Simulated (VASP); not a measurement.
Crystal: GaSb.

```
Sb Ga
1.0
     0.00000    3.05900    3.05900
     3.05900    0.00000    3.05900
     3.05900    3.05900    0.00000
Sb Ga
1 1
Direct
  0.75000 0.75000 0.75000
  0.00000 0.00000 0.00000
```

Base run:

```yaml
Program: VASP 6.6.1
Functional: AM05
Potentials_or_basis: VASP PAW PBE potentials, release 64 (Sb, Ga_d)
Cutoff: 520 eV
k_mesh: 8 × 8 × 8
Occupations: fermi-dirac, width 0.05 eV
Spin: no spin polarisation
```

Its results: pressure 0.3 GPa.

The run is repeated on the same cell with these changes: functional from AM05 to PBE. What comes out?

Pressure 2.4 GPa.

PBE binds less tightly than AM05, so the same cell stands under more pressure.

Caveats: the PAW data sets were made with another functional, which shifts forces and pressure a little (some runs).
